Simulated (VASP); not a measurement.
Runs of VASP 6.6.1 on BeTe. The structure is cubic, space group F-43m (No. 216). Conventional cell: a = 5.540 Å, b = 5.540 Å, c = 5.540 Å, α = 90.00°, β = 90.00°, γ = 90.00°. Be (site symmetry -43m) has 4 Te at 2.40 Å as nearest neighbours. Te (site symmetry -43m) is surrounded by 4 Be at 2.40 Å. 

```csv
task,level,potentials or basis,gap on the mesh (eV),pressure (GPa)
single point,PBE,"VASP PAW PBE potentials, release 64 (Be, Te)",1.87,(a)
single point,LDA,"VASP PAW LDA potentials, release 64 (Be, Te)",1.78,0.8
single point,PBEsol,"VASP PAW PBE potentials, release 64 (Be, Te)",1.76,(b)
electric field gradients,r2SCAN,"VASP PAW PBE potentials, release 64 (Be, Te)",2.23,4.4
```

Alike in all rows: no spin polarisation; cell as given; k mesh 11 × 11 × 11; cutoff (eV) 520; smearing fermi-dirac 0.03 eV.

Task: Estimate the missing entries.

Result: (a) 4.5; (b) 2.5.

Caveats: spin-orbit coupling is left out, which moves the levels of the heavy elements; an odd mesh through Γ misses points on the zone boundary, where band edges often lie; the PAW data sets were made with another functional, which shifts forces and pressure a little (some runs).

A k mesh can miss the band edges, and the runs leave out spin-orbit coupling on Te.
